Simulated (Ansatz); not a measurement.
**Y: strain and displacement**

```
Y
1.0
     0.00000    2.48500    2.48500
     2.48500    0.00000    2.48500
     2.48500    2.48500    0.00000
Y
1
Direct
  0.00000 0.00000 0.00000
```

The cell is COD entry 1534898, as deposited and not checked against the literature; nothing was relaxed.

Computed with DFT, PBE, all-electron LAPW, scalar-relativistic in Ansatz 0.2.0.

Sampling and basis: a Γ-centred 13×13×13 k mesh, Fermi–Dirac smearing of 0.05 eV, basis error target 1 meV/atom, no spin polarisation.

The unchanged cell is at 2.40 GPa.

In a metal, stresses and small energies carry noise from the k mesh.

x, y and z are the Cartesian axes of the cell as listed; fractional coordinates follow a strain, and an engineering shear is twice the off-diagonal strain component.

Problem. With this change (z strained by -1 % at fixed volume), what becomes of the energy and stress?

Solution. Energy change under 1 meV/atom; stress change (xx, yy, zz, yz, xz, xy) -0.15, -0.15, 0.30, 0.00, 0.00, 0.00 GPa, compression positive.

Problem. With this change (xy engineering shear strain of +1.5 %), what becomes of the energy and stress?

Solution. Energy change under 1 meV/atom; stress change (xx, yy, zz, yz, xz, xy) 0.01, 0.01, 0.00, 0.00, 0.00, -0.55 GPa, compression positive.
